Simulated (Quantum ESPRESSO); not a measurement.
Set up this calculation in Quantum ESPRESSO 7.5, as the native input.

```yaml
Task: single point
Functional: PBEsol
Potentials_or_basis: GBRV 1.5 PBEsol
Cutoff: 612 eV
Density_cutoff: 4898 eV
k_mesh: 11 × 11 × 11
Occupations: fermi-dirac, width 0.05 eV
Spin: no spin polarisation
Mixing_beta: 0.5
Most_SCF_iterations: 120
SCF_threshold: 4e-10 Ry
```

Crystal: Ge.

```
Ge
1.0
    -2.49590    2.65086    1.43695
     2.49590   -2.65086    1.43695
     2.49590    2.65086   -1.43695
Ge
2
Direct
  0.29840 0.03724 0.23933
  0.69452 0.94755 0.75384
```

This isn't the form of Ge at room conditions, which is diamond.

The cell isn't the ideal one: atoms moved at random, drawn with an rms of 0.05 Å.

These files were run (other wordings do the same):

pw.in

```
&CONTROL
  calculation = 'scf'
  prefix = 'pwscf'
  outdir = './tmp'
  pseudo_dir = './pseudo'
  tprnfor = .true.
  tstress = .true.
  disk_io = 'nowf'
/
&SYSTEM
  ibrav = 0
  nat = 2
  ntyp = 1
  ecutwfc = 45
  ecutrho = 360
  nbnd = 21
  occupations = 'smearing'
  smearing = 'fd'
  degauss = 0.00367493
/
&ELECTRONS
  conv_thr = 4d-10
  electron_maxstep = 120
  mixing_beta = 0.5
/
ATOMIC_SPECIES
Ge    72.6300 ge_pbesol_v1.4.uspp.F.UPF
CELL_PARAMETERS angstrom
  -2.4958980000    2.6508630000    1.4369470000
   2.4958980000   -2.6508630000    1.4369470000
   2.4958980000    2.6508630000   -1.4369470000
ATOMIC_POSITIONS crystal
Ge     0.2983960000    0.0372420000    0.2393350000
Ge     0.6945250000    0.9475460000    0.7538390000
K_POINTS automatic
11 11 11 0 0 0
```

Potentials or basis: GBRV 1.5 PBEsol.

Command:

```bash
$ OMP_NUM_THREADS=1 mpirun -n 2 pw.x -nk 2 -in pw.in > pw.out
```

It gave:

The pressure is -2.6 GPa and the largest force is 0.154 eV/Å. The band gap on the k mesh is none (metal or under the smearing width).

Run time: 76 s on 2 MPI ranks on Arm Neoverse V2, with other jobs on the host, peak memory 0.46 GiB a rank.
